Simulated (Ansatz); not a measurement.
System: KBr (rock salt type), 2 atoms in the cell.

```xyz
2
Lattice="0.0000 3.3500 3.3500 3.3500 0.0000 3.3500 3.3500 3.3500 0.0000" Properties=species:S:1:pos:R:3 pbc="T T T"
K     0.0000    0.0000    0.0000
Br    3.3500    3.3500    3.3500
```

Level of theory: Ansatz 0.2.0 development build, HSE06, plane waves, PAW datasets (generated soft set 1).

Cutoff 420 eV; exchange singularity: regularized; k-mesh 6×6×6 Γ-centred; Fermi–Dirac smearing of 0.02 eV; no spin polarisation.

Task: How large is the gap on this mesh, is it direct, and where do the band edges lie (fractions of the reciprocal vectors of this cell)?

Result: 5.47 eV, direct at (0.000, 0.000, 0.000).

Task: List the levels near the gap at (0.000, 0.000, 0.000), (0.000, 0.167, -0.333), (0.000, 0.333, 0.333), (0.000, 0.333, -0.500), in eV from the top of the valence band (v1 is the highest filled band, c1 the lowest empty one).

Result: 
```
                     k      v4     v3     v2     v1    c1    c2     c3
 (0.000, 0.000, 0.000)  -12.17   0.00   0.00   0.00  5.47  8.94   8.94
(0.000, 0.167, -0.333)  -11.98  -0.95  -0.37  -0.30  7.82  8.89  10.27
 (0.000, 0.333, 0.333)  -12.13  -0.80  -0.23  -0.23  7.41  7.63  10.58
(0.000, 0.333, -0.500)  -12.13  -0.80  -0.42  -0.30  7.51  8.54  10.04
```

Spin–orbit coupling is left out; with heavy elements it can shift the gap and split levels by tenths of an eV.
